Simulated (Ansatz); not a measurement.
The cell is built from the rocksalt type as a first guess.

A run of Ansatz 0.2.0 printed the following.

```
Engine: ansatz 0.2.0
Pseudopotentials: kind: paw
Pseudopotential: Li, paw, valence charge 3, recommended cutoff 420 eV (normal)
Pseudopotential: F, paw, valence charge 7, recommended cutoff 420 eV (normal)
Functional definition: PBE
  parameter kappa = 0.804
  parameter beta = 0.06672455060314922
  exchange = pbe_x(kappa = kappa, mu = beta*pi^2/3)
  correlation = pbe_c(beta = beta)
Crystal: 2 atoms, lattice volume = 22.247 Å³
Basis set: ecut = 420 eV, 411 PW (Γ), exchange–correlation on 48×48×48 points (8 copies of the dense FFT grid, shifted against one another)
Bands: 9, of which v1, the nominal top of the filled ones, is band 5 counted from 1 (4 counted from 0)
Symmetry: 48 space group operations
Space group: Fm-3m (ITA 225), of the structure as read, at distance tolerance 2.8e-5 Å
k-points: 104 of 2744
Non-local potential: Li, projectors of the file, l = 0: 3, l = 1: 2, l = 2: 1
Non-local potential: F, projectors of the file, l = 0: 2, l = 1: 2, l = 2: 1
PAW form: soft (Blöchl's): semilocal exchange-correlation on the pseudo side does not see the compensation charge
PAW one-centre angular grid: Li, 110 points (default); XC on 64 Gauss nodes
PAW one-centre angular grid: F, 110 points (default); XC on 64 Gauss nodes
Initial density: superposition of atomic densities (neutral atoms: chi_scale 0, normalization atom), corrected by the library's trained network
Initial wavefunctions: pseudopotential atomic-orbital guess
Functional: x = pbe(κ = 0.804, μ = 0.2195149727645171), c = pbe(β = 0.06672455060314922)
SCF iter   1: F=—  HF=-1015.945385 eV  |F-HF|=—  |Δ(HF+E_count)|=         —  Δρ=1.65e-3  dr2=4.33e-4  ethr=1.77e-3  ⟨swp⟩=5.8  Hψ=5870  notcnv=0
preconditioner: auto → none  [insulator: Δε(μ)=6.824 eV  Ē_g=19.611 eV  σ=0.030 eV  W_gap=1.00  n_scr=0 (ndim 8)  ℏωp=22.3 eV  f_vac=0.003  D(μ)=0.00/eV (n_scr^D=0)  ε∞_Penn≈2.3]
SCF iter   2: F=—  HF=-1015.945141 eV  |F-HF|=—  |Δ(HF+E_count)|=   2.44e-4  Δρ=1.08e-3  dr2=1.46e-4  ethr=4.33e-6  ⟨swp⟩=2.2  Hψ=2072  notcnv=0
SCF iter   3: F=—  HF=-1015.945118 eV  |F-HF|=—  |Δ(HF+E_count)|=   2.35e-5  Δρ=5.23e-4  dr2=3.56e-5  ethr=1.46e-6  ⟨swp⟩=1.0  Hψ=936  notcnv=0
SCF iter   4: F=—  HF=-1015.945102 eV  |F-HF|=—  |Δ(HF+E_count)|=   1.55e-5  Δρ=5.38e-5  dr2=1.98e-7  ethr=3.56e-7  ⟨swp⟩=2.1  Hψ=1261  notcnv=0
iter 5 did not close the SCF: its close was put off for the readings that it lacked (scf_convergence_deferred on its scf_iter line)
SCF iter   5: F=-1015.945103 eV  HF=-1015.945103 eV  |F-HF|=3.05e-9  |Δ(HF+E_count)|=   9.02e-7  Δρ=7.48e-6  dr2=7.88e-9  ethr=1.98e-9  ⟨swp⟩=2.0  Hψ=1413  notcnv=0
SCF iter   6: F=-1015.945103 eV  HF=-1015.945103 eV  |F-HF|=4.26e-9  |Δ(HF+E_count)|=   3.32e-9  Δρ=5.43e-6  dr2=4.85e-9  ethr=7.88e-11  ⟨swp⟩=1.3  Hψ=2662  notcnv=0
SCF 1 converged in 6 iterations: F = -1015.945103 eV  dr2 = 4.85e-9
  greatest PAW one-centre occupation: 1.000 electrons in one spin orbital (limit 2), on the Li atom at site 0 (counted from 0), in its partial waves of l = 0
relax step   1: F+E_penalty+E_count = -1015.94510310 eV  Δ(F+E_penalty+E_count) = +0.000e0 eV  max|allowed force component| = 1.802e-29 eV/Å  Δτ_max = 0.0000 Å  P = -10.527 GPa  Ω = 22.247 Å³  (6 SCF iters, dr2 threshold 1.00e-7 eV, accepted)
Crystal: 2 atoms, lattice volume = 19.795 Å³
Basis set: ecut = 420 eV, 387 PW (Γ), exchange–correlation on 48×48×48 points (8 copies of the dense FFT grid, shifted against one another)
Initial density: handed on by an earlier stage of this run
Initial wavefunctions: those handed on with the density
iter 1 solved again at ethr=2.55e-5 eV; its pass at ethr=3.10e-3 eV (dr2=2.55e-3 eV) is discarded
SCF iter   1: F=—  HF=-1016.092760 eV  |F-HF|=—  |Δ(HF+E_count)|=         —  Δρ=4.87e-3  dr2=2.55e-3  ethr=2.55e-5  ⟨swp⟩=1.0  Hψ=8150  notcnv=0
preconditioner: auto → none  [insulator: Δε(μ)=7.496 eV  Ē_g=20.637 eV  σ=0.030 eV  W_gap=1.00  n_scr=0 (ndim 8)  ℏωp=23.6 eV  f_vac=0.000  D(μ)=0.00/eV (n_scr^D=0)  ε∞_Penn≈2.3]
SCF iter   2: F=—  HF=-1016.091815 eV  |F-HF|=—  |Δ(HF+E_count)|=   9.45e-4  Δρ=2.42e-3  dr2=5.57e-4  ethr=2.55e-5  ⟨swp⟩=2.0  Hψ=1352  notcnv=0
SCF iter   3: F=—  HF=-1016.091783 eV  |F-HF|=—  |Δ(HF+E_count)|=   3.20e-5  Δρ=9.96e-4  dr2=1.03e-4  ethr=5.57e-6  ⟨swp⟩=2.3  Hψ=1771  notcnv=0
SCF iter   4: F=—  HF=-1016.091737 eV  |F-HF|=—  |Δ(HF+E_count)|=   4.60e-5  Δρ=1.43e-4  dr2=3.15e-6  ethr=1.03e-6  ⟨swp⟩=2.4  Hψ=1276  notcnv=0
SCF iter   5: F=-1016.091740 eV  HF=-1016.091740 eV  |F-HF|=8.21e-8  |Δ(HF+E_count)|=   3.20e-6  Δρ=2.19e-5  dr2=9.51e-8  ethr=2.00e-9  ⟨swp⟩=2.8  Hψ=3273  notcnv=0
SCF 2 converged in 5 iterations: F = -1016.091740 eV  dr2 = 9.51e-8
relax step   2: F+E_penalty+E_count = -1016.09174036 eV  Δ(F+E_penalty+E_count) = -1.466e-1 eV  max|allowed force component| = 6.866e-30 eV/Å  Δτ_max = 0.0000 Å  P = -7.278 GPa  Ω = 19.795 Å³  energy of the carried Pulay correction = +8.333e-3 eV  (5 SCF iters, dr2 threshold 2.00e-7 eV, accepted)
Crystal: 2 atoms, lattice volume = 16.935 Å³
Basis set: ecut = 420 eV, 331 PW (Γ), exchange–correlation on 48×48×48 points (8 copies of the dense FFT grid, shifted against one another)
iter 1 solved again at ethr=4.18e-5 eV; its pass at ethr=3.10e-3 eV (dr2=4.18e-3 eV) is discarded
SCF iter   1: F=—  HF=-1016.177093 eV  |F-HF|=—  |Δ(HF+E_count)|=         —  Δρ=7.32e-3  dr2=4.20e-3  ethr=4.18e-5  ⟨swp⟩=1.0  Hψ=8258  notcnv=0
preconditioner: auto → none  [insulator: Δε(μ)=8.710 eV  Ē_g=22.241 eV  σ=0.030 eV  W_gap=1.00  n_scr=0 (ndim 8)  ℏωp=25.5 eV  f_vac=0.000  D(μ)=0.00/eV (n_scr^D=0)  ε∞_Penn≈2.3]
SCF iter   2: F=—  HF=-1016.174985 eV  |F-HF|=—  |Δ(HF+E_count)|=   2.11e-3  Δρ=2.73e-3  dr2=7.50e-4  ethr=4.18e-5  ⟨swp⟩=3.0  Hψ=1872  notcnv=0
SCF iter   3: F=—  HF=-1016.174800 eV  |F-HF|=—  |Δ(HF+E_count)|=   1.86e-4  Δρ=1.68e-3  dr2=2.68e-4  ethr=7.50e-6  ⟨swp⟩=2.9  Hψ=1801  notcnv=0
SCF iter   4: F=—  HF=-1016.174746 eV  |F-HF|=—  |Δ(HF+E_count)|=   5.42e-5  Δρ=2.04e-4  dr2=2.77e-6  ethr=2.68e-6  ⟨swp⟩=2.5  Hψ=1296  notcnv=0
SCF iter   5: F=—  HF=-1016.174735 eV  |F-HF|=—  |Δ(HF+E_count)|=   1.05e-5  Δρ=1.66e-5  dr2=3.63e-8  ethr=2.00e-9  ⟨swp⟩=2.4  Hψ=3328  notcnv=0
SCF iter   6: F=-1016.174735 eV  HF=-1016.174735 eV  |F-HF|=5.45e-10  |Δ(HF+E_count)|=   5.83e-8  Δρ=1.72e-6  dr2=2.01e-10  ethr=3.63e-10  ⟨swp⟩=2.0  Hψ=2808  notcnv=0
SCF 3 converged in 6 iterations: F = -1016.174735 eV  dr2 = 2.01e-10
relax step   3: F+E_penalty+E_count = -1016.17473520 eV  Δ(F+E_penalty+E_count) = -8.299e-2 eV  max|allowed force component| = 2.156e-29 eV/Å  Δτ_max = 0.0000 Å  P = +0.224 GPa  Ω = 16.935 Å³  energy of the carried Pulay correction = +1.938e-2 eV  (6 SCF iters, dr2 threshold 2.00e-7 eV, accepted)
Crystal: 2 atoms, lattice volume = 17.009 Å³
iter 1 solved again at ethr=5.25e-8 eV; its pass at ethr=3.10e-3 eV (dr2=5.25e-6 eV) is discarded
SCF iter   1: F=—  HF=-1016.174484 eV  |F-HF|=—  |Δ(HF+E_count)|=         —  Δρ=2.38e-4  dr2=4.50e-6  ethr=5.25e-8  ⟨swp⟩=2.0  Hψ=7454  notcnv=0
preconditioner: auto → none  [insulator: Δε(μ)=8.739 eV  Ē_g=22.256 eV  σ=0.030 eV  W_gap=1.00  n_scr=0 (ndim 8)  ℏωp=25.5 eV  f_vac=0.000  D(μ)=0.00/eV (n_scr^D=0)  ε∞_Penn≈2.3]
SCF iter   2: F=—  HF=-1016.174470 eV  |F-HF|=—  |Δ(HF+E_count)|=   1.46e-5  Δρ=7.46e-5  dr2=6.49e-7  ethr=4.50e-8  ⟨swp⟩=2.4  Hψ=1336  notcnv=0
SCF iter   3: F=—  HF=-1016.174470 eV  |F-HF|=—  |Δ(HF+E_count)|=   2.53e-7  Δρ=4.95e-5  dr2=2.17e-7  ethr=1.26e-9  ⟨swp⟩=4.0  Hψ=2672  notcnv=0
SCF iter   4: F=-1016.174469 eV  HF=-1016.174469 eV  |F-HF|=3.23e-9  |Δ(HF+E_count)|=   3.50e-8  Δρ=5.63e-6  dr2=2.12e-9  ethr=1.26e-9  ⟨swp⟩=3.4  Hψ=2440  notcnv=0
SCF 4 converged in 4 iterations: F = -1016.174469 eV  dr2 = 2.12e-9
relax step   4: F+E_penalty+E_count = -1016.17446947 eV  Δ(F+E_penalty+E_count) = +2.657e-4 eV  max|allowed force component| = 4.723e-29 eV/Å  Δτ_max = 0.0000 Å  P = -0.057 GPa  Ω = 17.009 Å³  energy of the carried Pulay correction = +1.907e-2 eV  (4 SCF iters, dr2 threshold 1.26e-7 eV, accepted)
Crystal: 2 atoms, lattice volume = 16.994 Å³
iter 1 solved again at ethr=2.17e-9 eV; its pass at ethr=3.10e-3 eV (dr2=2.17e-7 eV) is discarded
SCF iter   1: F=—  HF=-1016.174545 eV  |F-HF|=—  |Δ(HF+E_count)|=         —  Δρ=5.06e-5  dr2=1.88e-7  ethr=2.17e-9  ⟨swp⟩=2.0  Hψ=7408  notcnv=0
preconditioner: auto → none  [insulator: Δε(μ)=8.744 eV  Ē_g=22.264 eV  σ=0.030 eV  W_gap=1.00  n_scr=0 (ndim 8)  ℏωp=25.5 eV  f_vac=0.000  D(μ)=0.00/eV (n_scr^D=0)  ε∞_Penn≈2.3]
SCF iter   2: F=—  HF=-1016.174532 eV  |F-HF|=—  |Δ(HF+E_count)|=   1.28e-5  Δρ=1.62e-5  dr2=3.78e-8  ethr=1.88e-9  ⟨swp⟩=2.0  Hψ=1456  notcnv=0
SCF iter   3: F=—  HF=-1016.174532 eV  |F-HF|=—  |Δ(HF+E_count)|=   1.92e-8  Δρ=1.06e-5  dr2=8.97e-9  ethr=8.02e-11  ⟨swp⟩=4.0  Hψ=2675  notcnv=0
SCF iter   4: F=-1016.174532 eV  HF=-1016.174532 eV  |F-HF|=6.96e-11  |Δ(HF+E_count)|=   3.60e-9  Δρ=1.23e-6  dr2=2.03e-10  ethr=8.02e-11  ⟨swp⟩=3.0  Hψ=2392  notcnv=0
SCF 5 converged in 4 iterations: F = -1016.174532 eV  dr2 = 2.03e-10
relax step   5: F+E_penalty+E_count = -1016.17453194 eV  Δ(F+E_penalty+E_count) = -6.247e-5 eV  max|allowed force component| = 5.239e-30 eV/Å  Δτ_max = 0.0000 Å  P = -0.002 GPa  Ω = 16.994 Å³  energy of the carried Pulay correction = +1.913e-2 eV  (4 SCF iters, dr2 threshold 8.02e-9 eV, accepted)
Basis set: ecut = 420 eV, 331 PW (Γ), exchange–correlation on 40×40×40 points (8 copies of the dense FFT grid, shifted against one another)
Initial wavefunctions: pseudopotential atomic-orbital guess (no wavefunctions were taken with the density)
iter 1 solved again at ethr=5.04e-7 eV; its pass at ethr=3.10e-3 eV (dr2=5.04e-5 eV) is discarded
SCF iter   1: F=—  HF=-1016.170381 eV  |F-HF|=—  |Δ(HF+E_count)|=         —  Δρ=8.79e-4  dr2=1.86e-5  ethr=5.04e-7  ⟨swp⟩=2.1  Hψ=7968  notcnv=0
SCF iter   2: F=—  HF=-1016.170472 eV  |F-HF|=—  |Δ(HF+E_count)|=   9.02e-5  Δρ=3.79e-4  dr2=6.89e-6  ethr=1.86e-7  ⟨swp⟩=2.0  Hψ=1343  notcnv=0
SCF iter   3: F=—  HF=-1016.170474 eV  |F-HF|=—  |Δ(HF+E_count)|=   2.57e-6  Δρ=1.91e-4  dr2=8.21e-7  ethr=6.89e-8  ⟨swp⟩=2.4  Hψ=1271  notcnv=0
SCF iter   4: F=—  HF=-1016.170477 eV  |F-HF|=—  |Δ(HF+E_count)|=   2.44e-6  Δρ=8.82e-6  dr2=4.62e-9  ethr=8.21e-9  ⟨swp⟩=2.0  Hψ=1352  notcnv=0
SCF iter   5: F=—  HF=-1016.170477 eV  |F-HF|=—  |Δ(HF+E_count)|=   8.15e-9  Δρ=2.27e-6  dr2=5.88e-10  ethr=4.62e-11  ⟨swp⟩=2.0  Hψ=1352  notcnv=0
SCF iter   6: F=-1016.170477 eV  HF=-1016.170477 eV  |F-HF|=8.53e-12  |Δ(HF+E_count)|=  1.75e-10  Δρ=3.56e-7  dr2=1.35e-11  ethr=1.00e-12  ⟨swp⟩=3.2  Hψ=3725  notcnv=0
SCF 6 converged in 6 iterations: F = -1016.170477 eV  dr2 = 1.35e-11
relax step   6: F+E_penalty+E_count = -1016.17047662 eV  Δ(F+E_penalty+E_count) = +4.055e-3 eV  max|allowed force component| = 9.507e-30 eV/Å  Δτ_max = 0.0000 Å  P = -0.640 GPa  Ω = 16.994 Å³  stress off target by 6.40e-1 GPa  SCF on the basis re-selected at this cell (its energy is not comparable with the rows above)  (6 SCF iters)
basis re-selected at this cell: Δ(F+E_penalty+E_count) = +4.055e-3 eV, ΔP = -0.638 GPa vs the last step (what re-selecting the basis moved, of the pressure what is left beyond the Pulay correction that the steps carried, after the strain that the cell walked since its last selection, with what the two solves' SCF thresholds leave and, on support functions, any second-order correction that the steps lacked; it is no measure of the basis error at this ecutwfc). The dense FFT grid was sized anew with the basis: this SCF ran on 20×20×20 points, the steps before it on 24×24×24, so part of this shift can come from that change (see relax.cell in the input reference). This SCF's stress stands 6.40e-1 GPa from its target on what of the cell is left free (relax.cell.stress_tol is 5.00e-2 GPa) and its largest allowed force component is 9.51e-30 eV/Å (relax.f_tol is 5.00e-3 eV/Å): not within both, so this SCF does not close the relaxation
Crystal: 2 atoms, lattice volume = 16.826 Å³
iter 1 solved again at ethr=2.84e-7 eV; its pass at ethr=3.10e-3 eV (dr2=2.84e-5 eV) is discarded
SCF iter   1: F=—  HF=-1016.171389 eV  |F-HF|=—  |Δ(HF+E_count)|=         —  Δρ=6.22e-4  dr2=2.64e-5  ethr=2.84e-7  ⟨swp⟩=2.1  Hψ=7678  notcnv=0
preconditioner: auto → none  [insulator: Δε(μ)=8.829 eV  Ē_g=22.370 eV  σ=0.030 eV  W_gap=1.00  n_scr=0 (ndim 8)  ℏωp=25.6 eV  f_vac=0.000  D(μ)=0.00/eV (n_scr^D=0)  ε∞_Penn≈2.3]
SCF iter   2: F=—  HF=-1016.171454 eV  |F-HF|=—  |Δ(HF+E_count)|=   6.42e-5  Δρ=1.95e-4  dr2=3.80e-6  ethr=2.64e-7  ⟨swp⟩=2.1  Hψ=1264  notcnv=0
SCF iter   3: F=—  HF=-1016.171452 eV  |F-HF|=—  |Δ(HF+E_count)|=   1.35e-6  Δρ=1.19e-4  dr2=1.07e-6  ethr=3.80e-8  ⟨swp⟩=2.0  Hψ=1231  notcnv=0
SCF iter   4: F=-1016.171452 eV  HF=-1016.171452 eV  |F-HF|=1.76e-8  |Δ(HF+E_count)|=   1.34e-7  Δρ=1.39e-5  dr2=1.19e-8  ethr=2.00e-9  ⟨swp⟩=2.2  Hψ=3195  notcnv=0
SCF 7 converged in 4 iterations: F = -1016.171452 eV  dr2 = 1.19e-8
relax step   7: F+E_penalty+E_count = -1016.17145219 eV  Δ(F+E_penalty+E_count) = -9.756e-4 eV  max|allowed force component| = 6.886e-30 eV/Å  Δτ_max = 0.0000 Å  P = +0.088 GPa  Ω = 16.826 Å³  energy of the carried Pulay correction = +6.826e-4 eV  (4 SCF iters, dr2 threshold 2.00e-7 eV, accepted)
Crystal: 2 atoms, lattice volume = 16.843 Å³
iter 1 solved again at ethr=4.50e-9 eV; its pass at ethr=3.10e-3 eV (dr2=4.50e-7 eV) is discarded
SCF iter   1: F=—  HF=-1016.171313 eV  |F-HF|=—  |Δ(HF+E_count)|=         —  Δρ=7.92e-5  dr2=4.06e-7  ethr=4.50e-9  ⟨swp⟩=2.0  Hψ=7293  notcnv=0
preconditioner: auto → none  [insulator: Δε(μ)=8.822 eV  Ē_g=22.361 eV  σ=0.030 eV  W_gap=1.00  n_scr=0 (ndim 8)  ℏωp=25.6 eV  f_vac=0.000  D(μ)=0.00/eV (n_scr^D=0)  ε∞_Penn≈2.3]
SCF iter   2: F=—  HF=-1016.171388 eV  |F-HF|=—  |Δ(HF+E_count)|=   7.51e-5  Δρ=3.07e-5  dr2=1.37e-7  ethr=4.06e-9  ⟨swp⟩=2.0  Hψ=1456  notcnv=0
SCF iter   3: F=-1016.171388 eV  HF=-1016.171388 eV  |F-HF|=1.44e-8  |Δ(HF+E_count)|=   5.53e-8  Δρ=1.35e-5  dr2=1.48e-8  ethr=1.94e-10  ⟨swp⟩=2.4  Hψ=3214  notcnv=0
SCF 8 converged in 3 iterations: F = -1016.171388 eV  dr2 = 1.48e-8
relax step   8: F+E_penalty+E_count = -1016.17138792 eV  Δ(F+E_penalty+E_count) = +6.427e-5 eV  max|allowed force component| = 4.339e-29 eV/Å  Δτ_max = 0.0000 Å  P = +0.013 GPa  Ω = 16.843 Å³  energy of the carried Pulay correction = +6.129e-4 eV  (3 SCF iters, dr2 threshold 1.94e-8 eV, accepted)
iter 1 solved again at ethr=7.44e-7 eV; its pass at ethr=3.10e-3 eV (dr2=7.44e-5 eV) is discarded
SCF iter   1: F=—  HF=-1016.170739 eV  |F-HF|=—  |Δ(HF+E_count)|=         —  Δρ=1.13e-4  dr2=3.75e-7  ethr=7.44e-7  ⟨swp⟩=2.2  Hψ=7957  notcnv=0
preconditioner: auto → none  [insulator: Δε(μ)=8.822 eV  Ē_g=22.362 eV  σ=0.030 eV  W_gap=1.00  n_scr=0 (ndim 8)  ℏωp=25.6 eV  f_vac=0.000  D(μ)=0.00/eV (n_scr^D=0)  ε∞_Penn≈2.3]
SCF iter   2: F=—  HF=-1016.170815 eV  |F-HF|=—  |Δ(HF+E_count)|=   7.59e-5  Δρ=5.00e-5  dr2=1.97e-7  ethr=3.75e-9  ⟨swp⟩=2.0  Hψ=1456  notcnv=0
SCF iter   3: F=—  HF=-1016.170815 eV  |F-HF|=—  |Δ(HF+E_count)|=   9.18e-9  Δρ=2.73e-5  dr2=1.65e-8  ethr=1.97e-9  ⟨swp⟩=2.3  Hψ=1264  notcnv=0
SCF iter   4: F=—  HF=-1016.170815 eV  |F-HF|=—  |Δ(HF+E_count)|=   1.72e-8  Δρ=8.75e-6  dr2=2.25e-9  ethr=1.65e-10  ⟨swp⟩=2.0  Hψ=1351  notcnv=0
SCF iter   5: F=—  HF=-1016.170815 eV  |F-HF|=—  |Δ(HF+E_count)|=   1.50e-9  Δρ=2.03e-6  dr2=2.63e-10  ethr=2.25e-11  ⟨swp⟩=2.6  Hψ=1313  notcnv=0
SCF iter   6: F=-1016.170815 eV  HF=-1016.170815 eV  |F-HF|=5.68e-13  |Δ(HF+E_count)|=  6.96e-11  Δρ=1.40e-7  dr2=1.57e-12  ethr=1.00e-12  ⟨swp⟩=3.0  Hψ=3722  notcnv=0
SCF 9 converged in 6 iterations: F = -1016.170815 eV  dr2 = 1.57e-12
relax step   9: F+E_penalty+E_count = -1016.17081517 eV  Δ(F+E_penalty+E_count) = +5.728e-4 eV  max|allowed force component| = 3.438e-29 eV/Å  Δτ_max = 0.0000 Å  P = -0.051 GPa  Ω = 16.843 Å³  stress off target by 5.09e-2 GPa  SCF on the basis re-selected at this cell (its energy is not comparable with the rows above)  (6 SCF iters)
basis re-selected at this cell: Δ(F+E_penalty+E_count) = +5.728e-4 eV, ΔP = -0.064 GPa vs the last step (what re-selecting the basis moved, of the pressure what is left beyond the Pulay correction that the steps carried, after the strain that the cell walked since its last selection, with what the two solves' SCF thresholds leave and, on support functions, any second-order correction that the steps lacked; it is no measure of the basis error at this ecutwfc). This SCF's stress stands 5.09e-2 GPa from its target on what of the cell is left free (relax.cell.stress_tol is 5.00e-2 GPa) and its largest allowed force component is 3.44e-29 eV/Å (relax.f_tol is 5.00e-3 eV/Å): not within both, so this SCF does not close the relaxation
Crystal: 2 atoms, lattice volume = 16.831 Å³
iter 1 solved again at ethr=1.14e-9 eV; its pass at ethr=3.10e-3 eV (dr2=1.14e-7 eV) is discarded
SCF iter   1: F=—  HF=-1016.170791 eV  |F-HF|=—  |Δ(HF+E_count)|=         —  Δρ=3.74e-5  dr2=1.03e-7  ethr=1.14e-9  ⟨swp⟩=2.0  Hψ=7376  notcnv=0
preconditioner: auto → none  [insulator: Δε(μ)=8.828 eV  Ē_g=22.369 eV  σ=0.030 eV  W_gap=1.00  n_scr=0 (ndim 8)  ℏωp=25.6 eV  f_vac=0.000  D(μ)=0.00/eV (n_scr^D=0)  ε∞_Penn≈2.3]
SCF iter   2: F=—  HF=-1016.170865 eV  |F-HF|=—  |Δ(HF+E_count)|=   7.47e-5  Δρ=1.96e-5  dr2=2.64e-8  ethr=1.03e-9  ⟨swp⟩=2.0  Hψ=1456  notcnv=0
SCF iter   3: F=—  HF=-1016.170865 eV  |F-HF|=—  |Δ(HF+E_count)|=   4.24e-9  Δρ=1.71e-5  dr2=2.82e-8  ethr=2.64e-10  ⟨swp⟩=2.0  Hψ=1352  notcnv=0
SCF iter   4: F=-1016.170865 eV  HF=-1016.170865 eV  |F-HF|=1.52e-10  |Δ(HF+E_count)|=   9.11e-9  Δρ=2.83e-6  dr2=6.45e-10  ethr=6.48e-11  ⟨swp⟩=2.3  Hψ=3132  notcnv=0
SCF 10 converged in 4 iterations: F = -1016.170865 eV  dr2 = 6.45e-10
relax step  10: F+E_penalty+E_count = -1016.17086522 eV  Δ(F+E_penalty+E_count) = -5.005e-5 eV  max|allowed force component| = 9.935e-30 eV/Å  Δτ_max = 0.0000 Å  P = -0.001 GPa  Ω = 16.831 Å³  energy of the carried Pulay correction = +4.814e-5 eV  (4 SCF iters, dr2 threshold 6.48e-9 eV, accepted)
iter 1 solved again at ethr=7.99e-7 eV; its pass at ethr=3.10e-3 eV (dr2=7.99e-5 eV) is discarded
SCF iter   1: F=—  HF=-1016.170692 eV  |F-HF|=—  |Δ(HF+E_count)|=         —  Δρ=2.69e-5  dr2=4.51e-8  ethr=7.99e-7  ⟨swp⟩=2.3  Hψ=7970  notcnv=0
eigensolver tolerance schedule: the retry pair's looser diagonalisation over-reported the residual by 1769.90 of it (diagonalisation noise at 0.84 of the residual, at the tolerance the schedule requests for it); recorded, not acted on — ethr = c·dr2/N_el stays at c = 1.0e-1
SCF iter   2: F=—  HF=-1016.170767 eV  |F-HF|=—  |Δ(HF+E_count)|=   7.54e-5  Δρ=2.22e-5  dr2=5.52e-8  ethr=4.51e-10  ⟨swp⟩=2.0  Hψ=1456  notcnv=0
SCF iter   3: F=—  HF=-1016.170767 eV  |F-HF|=—  |Δ(HF+E_count)|=   1.37e-8  Δρ=7.22e-6  dr2=5.58e-9  ethr=4.51e-10  ⟨swp⟩=2.1  Hψ=1290  notcnv=0
SCF iter   4: F=—  HF=-1016.170767 eV  |F-HF|=—  |Δ(HF+E_count)|=  1.68e-10  Δρ=2.55e-6  dr2=6.50e-10  ethr=5.58e-11  ⟨swp⟩=2.4  Hψ=1341  notcnv=0
SCF iter   5: F=—  HF=-1016.170767 eV  |F-HF|=—  |Δ(HF+E_count)|=  1.70e-10  Δρ=1.21e-6  dr2=1.56e-10  ethr=6.50e-12  ⟨swp⟩=1.0  Hψ=936  notcnv=0
SCF iter   6: F=-1016.170767 eV  HF=-1016.170767 eV  |F-HF|=1.18e-11  |Δ(HF+E_count)|=  2.80e-11  Δρ=4.25e-7  dr2=1.94e-11  ethr=1.00e-12  ⟨swp⟩=3.2  Hψ=3558  notcnv=0
SCF 11 converged in 6 iterations: F = -1016.170767 eV  dr2 = 1.94e-11
relax step  11: F+E_penalty+E_count = -1016.17076693 eV  Δ(F+E_penalty+E_count) = +9.829e-5 eV  max|allowed force component| = 1.409e-29 eV/Å  Δτ_max = 0.0000 Å  P = -0.004 GPa  Ω = 16.831 Å³  stress off target by 4.45e-3 GPa  SCF on the basis re-selected at this cell (its energy is not comparable with the rows above)  (6 SCF iters)
basis re-selected at this cell: Δ(F+E_penalty+E_count) = +9.829e-5 eV, ΔP = -0.003 GPa vs the last step (what re-selecting the basis moved, of the pressure what is left beyond the Pulay correction that the steps carried, after the strain that the cell walked since its last selection, with what the two solves' SCF thresholds leave and, on support functions, any second-order correction that the steps lacked; it is no measure of the basis error at this ecutwfc). This SCF's stress stands 4.45e-3 GPa from its target on what of the cell is left free (relax.cell.stress_tol is 5.00e-2 GPa) and its largest allowed force component is 1.41e-29 eV/Å (relax.f_tol is 5.00e-3 eV/Å): within both
SCF converged after 6 iterations
Free energy (F): -1016.170767 eV
Harris-Foulkes:  -1016.170767 eV  (|F-HF|=1.18e-11)
Internal energy: -1016.170767 eV  (E = F + TS)
E sigma→0 (E₀):  -1016.170767 eV
Fermi energy:    5.240960 eV
--- Per-component energies (eV) ---
  E_band       = -119.813529
  E_kinetic    = 230.228258
  E_local      = -649.502767  (includes V_loc(G=0)·N_el)
  E_nonlocal   = 40.320270
  E_hartree    = 227.907252
  E_xc         = -91.736024
  E_vxc        = -117.662802  (∫ρ·V_xc dr)
  E_paw        = -221.752558  (= ΣΔE_a)
  E_vpaw       = -79.013345  (= ΣTr[D̂ρ^β])
  E_aug_tail   = 0.002239  (compensation charges beyond the density's cutoff)
  E_ewald      = -551.637436
  E_smearing   = -0.000000  (= −TS)
  E_closure    = 0.000000  (closes the sum)
  Σ components = -1016.170767   (vs F -1016.170767, Δ=0.00e0)
--- Forces (eV/Å), atoms counted from 1 ---
  atom   1  Li    -0.00000000     0.00000000     0.00000000
  atom   2  F      0.00000000     0.00000000     0.00000000
  max |Σ_I F_I| component: 2.86e-29 eV/Å
--- Stress (GPa, compression-positive) ---
       -0.004450      -0.000000      -0.000000
       -0.000000      -0.004450      -0.000000
       -0.000000      -0.000000      -0.004450
  P = ⅓ Tr σ = -0.0044 GPa (-0.044 kbar)
--- Relaxed structure (8 steps of the walk, 8 accepted, 3 SCFs on fresh bases) ---
  F+E_penalty+E_count = -1016.17076693 eV   max|allowed force component| = 1.409e-29 eV/Å   (the final SCF, on the basis selected at the relaxed cell)
  cell:  # Å, volume = 16.8312 Å³
    - [9.21147493023485e-34, 2.034051922562741, 2.034051922562741]
    - [2.034051922562741, 1.0843590930490132e-33, 2.034051922562741]
    - [2.034051922562741, 2.034051922562741, 2.1105986342509702e-33]
  atoms:
    - { symbol: Li, position: [-1.9771641815682768e-35, 2.15690637999094e-35, 1.79742198314357e-35] }
    - { symbol: F, position: [0.5, 0.5, 0.5] }
```

The cell and starting positions:

```
CELL_PARAMETERS angstrom
0.00000 2.23228 2.23228
2.23228 0.00000 2.23228
2.23228 2.23228 0.00000
ATOMIC_POSITIONS crystal
Li 0.00000 0.00000 0.00000
F 0.50000 0.50000 0.50000
```

Parts of the input that the log doesn't repeat:

```yaml
output:
  forces: true
  stress: true
```

(1) Write the input that produced this log.

Answers

(1) 
```yaml
crystal:
  lattice:
    - [0.0, 2.2322827293, 2.2322827293]
    - [2.2322827293, 0.0, 2.2322827293]
    - [2.2322827293, 2.2322827293, 0.0]
  atoms:
    - { symbol: Li, position: [0.0, 0.0, 0.0] }
    - { symbol: F, position: [0.5, 0.5, 0.5] }
kpoints:
  mp_grid: { grid: [14, 14, 14] }
scf:
  occupations: { method: fermi_dirac, width: 0.03 }
hamiltonian:
  xc: pbe
  pseudopotentials: { kind: paw }
output:
  forces: true
  stress: true
relax:
  f_tol: 0.005
  max_steps: 80
  cell: {}
```
This is the input that was run; digits and keys that the log doesn't show could differ in an equivalent one.
